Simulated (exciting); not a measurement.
# CdS (Fm-3m) in exciting: settings compared

The runs below take CdS through single point, with RPBE, PBEsol.

Everything below comes from runs of exciting (release sodium). Logs are shortened: lines on timing, memory, paths and dates and some standing lists are left out, and cuts for length are marked.

## Step 1: The crystal as given

It takes space group Fm-3m (No. 225, cubic). Conventional cell: a = 5.506 Å, b = 5.506 Å, c = 5.506 Å, α = 90.00°, β = 90.00°, γ = 90.00°. Cd (site symmetry m-3m) is surrounded by 6 S at 2.75 Å. S (site symmetry m-3m) is surrounded by 6 Cd at 2.75 Å.

Measurements of this composition are mostly on another form, of space group No. 186.

## Step 2: Single point, RPBE

File input.xml:

```xml
<input>
  <title>CdS</title>
  <structure speciespath="./" tshift="false">
    <crystal scale="1">
      <basevect>0.000000000000 5.202877114269 5.202877114269</basevect>
      <basevect>5.202877114269 0.000000000000 5.202877114269</basevect>
      <basevect>5.202877114269 5.202877114269 0.000000000000</basevect>
    </crystal>
    <species speciesfile="Cd.xml" rmt="2.3">
      <atom coord="0.000000000000 0.000000000000 0.000000000000"/>
    </species>
    <species speciesfile="S.xml" rmt="1.9">
      <atom coord="0.500000000000 0.500000000000 0.500000000000"/>
    </species>
  </structure>
  <groundstate do="fromscratch" ngridk="8 8 8" rgkmax="7.5" gmaxvr="14" lmaxapw="10" lmaxmat="10" lmaxvr="8" stype="Gaussian" swidth="0.00367493" nempty="10" ValenceRelativity="iora*" epsengy="1e-05" epspot="1e-05" maxscl="60" tforce="true" outputlevel="normal">
    <libxc exchange="XC_GGA_X_RPBE" correlation="XC_GGA_C_PBE"/>
  </groundstate>
</input>
```

Potentials or basis: all-electron LAPW+lo, shipped species files, valence relativity iora*.

The run is started by

```bash
OMP_NUM_THREADS=1 exciting_smp
```

INFO.OUT:

```text
================================================================================
EXCITING SODIUM started
[... 10 lines left out ...]

 Lattice vectors (cartesian) :
      0.0000000000      5.2028771143      5.2028771143
      5.2028771143      0.0000000000      5.2028771143
      5.2028771143      5.2028771143      0.0000000000

 Reciprocal lattice vectors (cartesian) :
     -0.6038183460      0.6038183460      0.6038183460
      0.6038183460     -0.6038183460      0.6038183460
      0.6038183460      0.6038183460     -0.6038183460

 Unit cell volume                           :     281.6830413336
 Brillouin zone volume                      :       0.8806004517

 Species :    1 (Cd)
     parameters loaded from                 :    Cd.xml
     name                                   :    cadmium
     nuclear charge                         :     -48.00000000
     electronic charge                      :      48.00000000
     atomic mass                            :  204912.71750000
     muffin-tin radius                      :       2.30000000
     # of radial points in muffin-tin       :     400

     atomic positions (lattice) :
       1 :   0.00000000  0.00000000  0.00000000

 Species :    2 (S)
     parameters loaded from                 :    S.xml
     name                                   :    sulphur
     nuclear charge                         :     -16.00000000
     electronic charge                      :      16.00000000
     atomic mass                            :   58452.74216000
     muffin-tin radius                      :       1.90000000
     # of radial points in muffin-tin       :     300

     atomic positions (lattice) :
       1 :   0.50000000  0.50000000  0.50000000

 Total number of atoms per unit cell        :       2

 Spin treatment                             :    spin-unpolarised

 Number of Bravais lattice symmetries       :      48
 Number of crystal symmetries               :      48

 k-point grid                               :       8    8    8
 Total number of k-points                   :      29
 k-point set is reduced with crystal symmetries

 R^MT_min * |G+k|_max (rgkmax)              :       7.50000000
 Species with R^MT_min                      :       2 (S)
[... 75 lines left out ...]
+ SCF iteration number :    2                                                  +
++++++++++++++++++++++++++++++++++++++++++++++++++++++++++++++++++++++++++++++++
 Total energy                               :     -5995.23706626
 _______________________________________________________________
 Fermi energy                               :         0.19318302
 Kinetic energy                             :      6269.73742421
 Coulomb energy                             :    -12084.06405654
 Exchange energy                            :      -177.70277165
 Correlation energy                         :        -3.20766228

 DOS at Fermi energy (states/Ha/cell)       :         0.00000042

 Electron charges :
     core                                   :        40.00000000
     core leakage                           :         0.00169582
     valence                                :        24.00000000
     interstitial                           :         4.50162065
     charge in muffin-tin spheres :
                  atom     1    Cd          :        45.83355597
                  atom     2     S          :        13.66482338
     total charge in muffin-tins            :        59.49837935
     total charge                           :        64.00000000

 Estimated fundamental gap                  :         0.03003264
        valence-band maximum at    5      0.5000  0.0000  0.0000
     conduction-band minimum at   21      0.5000  0.5000  0.0000

 RMS change in effective potential (target) :  0.135177      ( 0.100000E-04)
 Absolute change in total energy   (target) :   2.82590      ( 0.100000E-04)
 Charge distance                   (target) :  0.580942E-02  ( 0.100000E-04)
 Abs. change in max-nonIBS-force   (target) :   0.00000      ( 0.500000E-04)
[... 344 lines left out ...]
 RMS change in effective potential (target) :  0.835464E-10  ( 0.100000E-04)
 Absolute change in total energy   (target) :  0.238654E-06  ( 0.100000E-04)
 Charge distance                   (target) :  0.139542E-09  ( 0.100000E-04)
 Abs. change in max-nonIBS-force   (target) :   0.00000      ( 0.500000E-04)

++++++++++++++++++++++++++++++++++++++++++++++++++++++++++++++++++++++++++++++++
| Convergency criteria checked for the last 2 iterations                       +
| Convergence targets achieved. Performing final SCF iteration                 +
++++++++++++++++++++++++++++++++++++++++++++++++++++++++++++++++++++++++++++++++
 Total energy                               :     -5995.68737080
 _______________________________________________________________
 Fermi energy                               :         0.19351330
 Kinetic energy                             :      6268.52866447
 Coulomb energy                             :    -12083.34685709
 Exchange energy                            :      -177.65965862
 Correlation energy                         :        -3.20951956

 DOS at Fermi energy (states/Ha/cell)       :         0.37602939

 Electron charges :
     core                                   :        40.00000000
     core leakage                           :         0.00168646
     valence                                :        24.00000000
     interstitial                           :         4.56108630
     charge in muffin-tin spheres :
                  atom     1    Cd          :        45.89688481
                  atom     2     S          :        13.54202890
     total charge in muffin-tins            :        59.43891370
     total charge                           :        64.00000000

++++++++++++++++++++++++++++++++++++++++++++++++++++++++++++++++++++++++++++++++
+ Self-consistent loop stopped                                                 +
++++++++++++++++++++++++++++++++++++++++++++++++++++++++++++++++++++++++++++++++
 STATE.OUT is written

--------------------------------------------------------------------------------
- Writing atomic positions and forces                                          -
--------------------------------------------------------------------------------

 Atomic positions (lattice) :
 atom     1  Cd  :     0.00000000    0.00000000    0.00000000
 atom     2   S  :     0.50000000    0.50000000    0.50000000

 Total atomic forces including IBS (cartesian) :
 atom     1  Cd  :     0.00000000   -0.00000000   -0.00000000
 atom     2   S  :    -0.00000000    0.00000000    0.00000000

 Atomic force components including IBS (cartesian) :
 atom     1  Cd  :    -0.00000000    0.00000000    0.00000000   HF force
                 :    -0.00000000   -0.00000000   -0.00000000   core correction
                 :     0.00000000   -0.00000000   -0.00000000   IBS correction
 atom     2   S  :     0.00000000   -0.00000000    0.00000000   HF force
                 :     0.00000000    0.00000000    0.00000000   core correction
                 :    -0.00000000    0.00000000    0.00000000   IBS correction

********************************************************************************
[... 7 lines left out ...]
| EXCITING SODIUM stopped                                                      =
================================================================================
```

WARNINGS.OUT:

```text
Inversion symmetry is present. Consider using input%groundstate%solver%type = "inversionsymmetry"
```

It took 37 s on 1 thread of Intel Xeon 6975P-C (Granite Rapids), shared host; peak memory 0.14 GiB.

Results:

```
Free energy                                       : -163150.9649 eV
Band gap on the k mesh                            : 0.36 eV, indirect (least direct gap 1.67 eV)
All electrons inside the program's atomic spheres : Cd 45.90; S 13.54 (radii Cd 2.3, S 1.9 bohr)
```

Levels at points of the mesh, in eV from the valence-band top:
| k point | band 10 | band 11 | band 12 | band 13 | band 14 | band 15 |
| --- | --- | --- | --- | --- | --- | --- |
| (0.00, 0.00, 0.00) | -0.71 | -0.71 | -0.71 | 0.96 | 9.28 | 9.28 |
| (0.50, 0.00, 0.00) | -4.71 | 0.00 | 0.00 | 3.64 | 5.98 | 5.98 |
| (0.50, 0.50, 0.00) | -4.05 | -2.04 | -2.04 | 0.36 | 6.18 | 9.83 |

A k mesh can miss the band edges.

## Step 3: Single point, PBEsol

File input.xml:

```xml
<input>
  <title>CdS</title>
  <structure speciespath="./" tshift="false">
    <crystal scale="1">
      <basevect>0.000000000000 5.202877114269 5.202877114269</basevect>
      <basevect>5.202877114269 0.000000000000 5.202877114269</basevect>
      <basevect>5.202877114269 5.202877114269 0.000000000000</basevect>
    </crystal>
    <species speciesfile="Cd.xml" rmt="2.3">
      <atom coord="0.000000000000 0.000000000000 0.000000000000"/>
    </species>
    <species speciesfile="S.xml" rmt="1.9">
      <atom coord="0.500000000000 0.500000000000 0.500000000000"/>
    </species>
  </structure>
  <groundstate do="fromscratch" ngridk="8 8 8" rgkmax="7.5" gmaxvr="14" lmaxapw="10" lmaxmat="10" lmaxvr="8" xctype="GGA_PBE_SOL" stype="Gaussian" swidth="0.00367493" nempty="10" ValenceRelativity="iora*" epsengy="1e-05" epspot="1e-05" maxscl="60" tforce="true" outputlevel="high"/>
  <properties>
    <chargedensityplot>
      <plot3d>
        <box grid="20 20 20">
          <origin coord="0 0 0"/>
          <point coord="1 0 0"/>
          <point coord="0 1 0"/>
          <point coord="0 0 1"/>
        </box>
      </plot3d>
    </chargedensityplot>
    <elfplot>
      <plot3d>
        <box grid="20 20 20">
          <origin coord="0 0 0"/>
          <point coord="1 0 0"/>
          <point coord="0 1 0"/>
          <point coord="0 0 1"/>
        </box>
      </plot3d>
    </elfplot>
    <exccplot>
      <plot3d>
        <box grid="20 20 20">
          <origin coord="0 0 0"/>
          <point coord="1 0 0"/>
          <point coord="0 1 0"/>
          <point coord="0 0 1"/>
        </box>
      </plot3d>
    </exccplot>
  </properties>
</input>
```

Potentials or basis: all-electron LAPW+lo, shipped species files, valence relativity iora*.

The run is started by

```bash
OMP_NUM_THREADS=1 exciting_smp
```

Run time: 41 s. Hardware: 1 thread of Intel Xeon 6975P-C (Granite Rapids), shared host; peak memory 0.14 GiB.

It converged, with:

| Property | Result |
| --- | --- |
| Free energy | -163051.7208 eV |
| Band gap on the k mesh | 0.13 eV, indirect (least direct gap 1.43 eV) |
| All electrons inside the program's atomic spheres | Cd 45.90; S 13.51 (radii Cd 2.3, S 1.9 bohr) |

Levels at points of the mesh, in eV from the valence-band top:
```tsv
k point	band 8	band 9	band 10	band 11	band 12	band 13	band 14	band 15	band 16	band 17
(0.00, 0.00, 0.00)	-7.57	-7.57	-0.73	-0.73	-0.73	0.70	9.14	9.14	9.14	10.96
(0.50, 0.00, 0.00)	-7.37	-7.37	-4.82	0.00	0.00	3.35	5.77	5.77	6.59	12.08
(0.50, 0.50, 0.00)	-7.31	-6.66	-4.18	-2.10	-2.10	0.13	5.95	9.56	10.97	10.97
```

Caveat: the log's total energy holds no entropy term; the free energy is that total less TS from the occupations. Expect the measured gap to be larger: semilocal functionals such as PBEsol lack the derivative discontinuity.
